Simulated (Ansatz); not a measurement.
The system is Hf.

```
Hf
1.0
    -1.80500    1.80500    1.80500
     1.80500   -1.80500    1.80500
     1.80500    1.80500   -1.80500
Hf
1
Direct
  0.00000 0.00000 0.00000
```

This isn't the form of Hf at room conditions, which is hcp.

| Item | Value |
| --- | --- |
| Program | Ansatz 0.2.0 |
| Task | single point |
| Functional | PBEsol |
| Potentials or basis | all-electron LAPW, scalar-relativistic |
| Cutoff | 213 eV (chosen from the basis error) |
| Basis error allowed | 0.001 eV/atom |
| k mesh | 10 × 10 × 10 |
| Occupations | fermi-dirac, width 0.05 eV |
| Spin | no spin polarisation |

On this cell: pressure -9.0 GPa; band gap on the k mesh none (metal or under the smearing width).

The same run follows on a disturbed copy (cell strained at random at fixed volume):

```xyz
1
Lattice="-1.7354 1.7881 1.8403 1.7684 -1.7611 1.8463 1.7818 1.8075 -1.8133" Properties=species:S:1:pos:R:3 pbc="T T T"
Hf   -0.0019   -0.0364   -0.0241
```

Question: What does the disturbed cell give?

Answer: The energy (extrapolated to zero smearing) moves by +1.8 meV/atom; pressure -8.9 GPa; band gap on the k mesh none (metal or under the smearing width).

Stress tensor (GPa, compression positive):
```
-9.71 -1.11 -0.89
-1.11 -9.04 -0.73
-0.89 -0.73 -8.01
```
